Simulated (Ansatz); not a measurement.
**Is this Si3C2 stable against decomposition?**

All numbers below come from DFT PBE, scalar-relativistic, plane waves, PAW (Ansatz 0.2.0). Settings: cutoff 420 eV, Γ-centred meshes spaced at most about 0.3 Å⁻¹, and about 0.25 Å⁻¹ or finer for metals (2π included), Gaussian smearing. No spin polarisation.

Energies over the elements count from the elements' standard structures at the same level, with no fitted energy shifts.

Temperature and zero-point effects are left out. The reference form of C is held partly by dispersion forces, which this level lacks.

The competitors are the elements and 2 reference phases of this chemical system (from databases or known types: Si7C, SiC), relaxed at the same level; other known phases may be missing.

The candidate was reached from: Si and C ordered on fcc sites.

```cif
data_structure
_symmetry_space_group_name_H-M 'I4/mmm'
_symmetry_Int_Tables_number 139
_cell_length_a 2.7861
_cell_length_b 2.7861
_cell_length_c 14.4765
_cell_angle_alpha 90.000
_cell_angle_beta 90.000
_cell_angle_gamma 90.000
_cell_volume 112.37
loop_
_atom_site_label
_atom_site_type_symbol
_atom_site_symmetry_multiplicity
_atom_site_Wyckoff_symbol
_atom_site_fract_x
_atom_site_fract_y
_atom_site_fract_z
_atom_site_occupancy
Si1 Si 2 b 0.50000 0.50000 0.00000 1
Si2 Si 4 e 0.50000 0.50000 0.17381 1
C1 C 4 e 0.50000 0.50000 0.31996 1
```

The lowest competing mixture at this composition:

```
phase       space group             source  share of atoms  ΔE_f (eV/atom)
   Si                 -            element          0.2000         -0.0007
  SiC  P6_3mc (No. 186)  Materials Project          0.8000          -0.204
```

The lowest database cell of Si (-0.0007) lies slightly below the reference, hence the non-zero entry.

Problem. What are the hull's energy here, the candidate's formation energy and its margin?

Solution. The hull lies at -0.163 eV/atom, the weighted sum of the last column. The candidate has 0.791 eV/atom, which is 0.95 eV/atom above it. The candidate matches no cell in the subsets of the Crystallography Open Database and the Materials Project at hand. A phase this far over the hull is unlikely to be made. It holds Si–Si units of three or more atoms (shortest 2.52 Å).
